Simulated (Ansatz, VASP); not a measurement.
Ni: VASP beside Ansatz

Contents of INCAR:

```
SYSTEM = Ni
PREC     = Accurate       ! precision mode
ENCUT    = 520            ! plane-wave cutoff, eV
EDIFF    = 1E-6           ! SCF threshold, eV
ISMEAR   = -1             ! smearing method
SIGMA    = 0.05           ! smearing width, eV
LREAL    = .FALSE.        ! projectors in reciprocal space
LASPH    = .TRUE.         ! aspherical terms in the spheres
NELM     = 150            ! most SCF steps
ALGO     = Normal         ! electronic algorithm
ISIF     = 2              ! what is computed and relaxed
LWAVE    = .FALSE.        ! write WAVECAR
LCHARG   = .FALSE.        ! write CHGCAR
ISPIN    = 2              ! spin polarisation
MAGMOM   = 1 1            ! initial moments
LORBIT   = 11             ! projections on sites
LMAXMIX  = 4              ! l up to which the mixer works
GGA      = PS             ! functional
NBANDS   = 21             ! bands
```

KPOINTS

```
Automatic mesh
0
G
  12 12 7
  0 0 0
```

The input POSCAR:

```
Ni
1.0
    2.4642354424      0.0000000000      0.0000000000
   -1.2321177212      2.1340904941      0.0000000000
    0.0000000000      0.0000000000      4.0997805916
Ni
2
Direct
    0.6666666667      0.3333333333      0.7500000000
    0.3333333333      0.6666666667      0.2500000000
```

Contents of input.yaml:

```yaml
crystal:
  lattice:
    - [2.4642354424, 0.0, 0.0]
    - [-1.2321177212, 2.1340904941, 0.0]
    - [0.0, 0.0, 4.0997805916]
  atoms:
    - { symbol: Ni, position: [0.6666666667, 0.3333333333, 0.75], spin: 1.0 }
    - { symbol: Ni, position: [0.3333333333, 0.6666666667, 0.25], spin: 1.0 }
hamiltonian:
  xc: pbesol
  pseudopotentials: { kind: paw }
magnetization:
  spin_polarized: true
kpoints:
  mp_grid: { grid: [12, 12, 7] }
scf:
  occupations: { method: fermi_dirac, width: 0.05 }
output:
  forces: true
  stress: true
  eigenvalues: true
  write_density: true
  write_potential: true
  elf: true
  volumetric_format: npy
```

This isn't the form of Ni at room conditions, which is fcc.

Alike in both runs: task single point; functional PBEsol; k mesh 12 × 12 × 7; occupations fermi-dirac, width 0.05 eV; collinear spin.

|  | VASP | Ansatz |
| --- | --- | --- |
| version | VASP 6.6.1 | Ansatz 0.2.0 |
| potentials or method | VASP PAW PBE potentials, release 64 (Ni) | Ansatz PAW |
| plane-wave cutoff (eV) | 520 | 420 |
| valence electrons in the cell | 20 | 36 |

```tsv
	VASP	Ansatz	Ansatz less VASP
gap on the k mesh at the Fermi level (eV)	none	none	-
pressure (GPa)	-7.1	-7.0	+0.06
largest component of the traceless stress (GPa)	2.45	2.51	+0.053
net moment per atom (μB)	0.64	0.66	+0.017
size of the moment on the site where the two differ most (μB)	0.65	0.70	+0.044
```

Site moments also hang on the region over which each program counts them. A gap of «none» marks a metal or a gap that the smearing closes. The two sets of potentials don't hold the same shells in valence.

Caveats: the PAW data sets were made with another functional, which shifts forces and pressure a little (VASP); the PAW data sets come from PBE, with cores solved anew for the run's functional, which leaves a small shift of forces and pressure (Ansatz).
